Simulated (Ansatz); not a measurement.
Take GeTe (space group R3m, No. 160; layered) as the base.

```yaml
crystal:
  lattice:
    - [2.09351, 1.20869, 3.68680]
    - [-2.09351, 1.20869, 3.68680]
    - [0.00000, -2.41737, 3.68680]
  atoms:
    - { symbol: Ge, position: [0.23184, 0.23184, 0.23184] }
    - { symbol: Te, position: [0.76816, 0.76816, 0.76816] }
```

Cartesian axes are those of the cell as printed.

Structures relaxed with r2SCAN/PAW in Ansatz (a program for electronic structure), without spin-orbit coupling.

Base:

Simulated powder pattern, Cu Kα1, λ = 1.54056 Å (kinematic, ideal powder, no thermal factors, no anomalous dispersion; the 14 strongest lines at most, above 2 %, up to 2θ = 90°):

```csv
2θ (°),I/Imax (%),hkl
24.12,9.5,(003)
25.84,10,(101)
29.43,100,(012)
41.01,35,(104)
43.18,37,(110)
48.15,8.8,(015)
50.06,7.7,(113)
53.12,19,(202)
61.07,11,(024)
64.25,6.0,(107)
67.66,12,(116)
70.77,16,(122)
77.70,10,(214)
79.18,6.0,(300)
```

The change: biaxial strain +3.06 %, plane normal [001], relaxed out of plane (Cartesian); in-plane vectors clamped, the third vector and the atoms free.

Task: Predict the new powder pattern.

Result: 
Simulated powder pattern, Cu Kα1, λ = 1.54056 Å (kinematic, ideal powder, no thermal factors, no anomalous dispersion; the 14 strongest lines at most, above 2 %, up to 2θ = 90°):

| 2θ (°) | I/Imax (%) | hkl |
|---|---|---|
| 24.89 | 8.4 | (003) |
| 25.22 | 11 | (101) |
| 29.10 | 100 | (012) |
| 41.41 | 33 | (104) |
| 41.83 | 39 | (110) |
| 48.92 | 8.0 | (015) |
| 49.29 | 7.7 | (113) |
| 51.77 | 20 | (202) |
| 60.33 | 11 | (024) |
| 65.83 | 5.3 | (107) |
| 68.06 | 11 | (116) |
| 68.66 | 17 | (122) |
| 76.11 | 11 | (214) |
| 76.39 | 6.4 | (300) |

The indices refer to the base's conventional cell; one index is shown for lines that coincide.

Whether these cells are dynamically stable was not tested. No dispersion term is included, though the crystal is made of layers, chains or molecules, so its spacings can come out too wide.
